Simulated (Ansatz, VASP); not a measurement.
## Two plane-wave programs on I

Contents of INCAR:

```
SYSTEM = I
PREC = Accurate
ENCUT = 600
EDIFF = 1E-6
ISMEAR = 0
SIGMA = 0.1
LREAL = .FALSE.
LASPH = .TRUE.
NELM = 100
ALGO = Normal
ISIF = 3
LWAVE = .FALSE.
LCHARG = .FALSE.
GGA = PE
IBRION = 2
NSW = 100
EDIFFG = -0.01
```

Contents of KPOINTS:

```
Automatic mesh
0
G
  12 12 6
  0 0 0
```

File POSCAR:

```
I
1.0
    4.4434335728      0.0000000000      0.0000000000
   -2.2217167864      3.8481263541      0.0000000000
    0.0000000000      0.0000000000      9.3712049502
I
4
Direct
    0.0000000000      0.0000000000      0.0000000000
    0.0000000000      0.0000000000      0.5000000000
    0.3333333333      0.6666666667      0.7500000000
    0.6666666667      0.3333333333      0.2500000000
```

Input for Ansatz:

```yaml
crystal:
  lattice:
    - [4.4434335728, 0.0, 0.0]
    - [-2.2217167864, 3.8481263541, 0.0]
    - [0.0, 0.0, 9.3712049502]
  atoms:
    - { symbol: I, position: [0.0, 0.0, 0.0] }
    - { symbol: I, position: [0.0, 0.0, 0.5] }
    - { symbol: I, position: [0.3333333333, 0.6666666667, 0.75] }
    - { symbol: I, position: [0.6666666667, 0.3333333333, 0.25] }
basis:
  ecutwfc: 420
kpoints:
  mp_grid: { grid: [12, 12, 6] }
hamiltonian:
  xc: pbe
scf:
  occupations: { method: gaussian, width: 0.1 }
output:
  forces: true
  stress: true
  eigenvalues: true
relax:
  adjacent_minimum: "off"
  f_tol: 0.01
  max_steps: 80
  cell: { stress_tol: 0.05 }
```

Alike in both runs: task relaxation of cell and atoms; functional PBE; k mesh 12 × 12 × 6; occupations gaussian, width 0.1 eV; no spin polarisation.

```csv
,VASP,Ansatz
version,VASP 6.6.1,Ansatz 0.2.0
potentials or method,"VASP PAW PBE potentials, release 64 (I)","scalar-relativistic, plane waves, PAW"
plane-wave cutoff (eV),600,420
valence electrons in the cell,28,68
```

```csv
,VASP,Ansatz,Ansatz less VASP
"gap on the k mesh at the Fermi level, each at its own relaxed structure (eV)",none,none,-
relaxed volume (Å³/atom),40.06,40.06,0.000
relaxed cell length with the largest relative difference (Å),4.443,4.443,0.0000
```

A gap of «none» marks a metal or a gap that the smearing closes. The two sets of potentials don't hold the same shells in valence.

Caveats: the relaxation stopped at its first step, so nothing moved. The runs have no spin-orbit coupling, so splittings on I are missing.
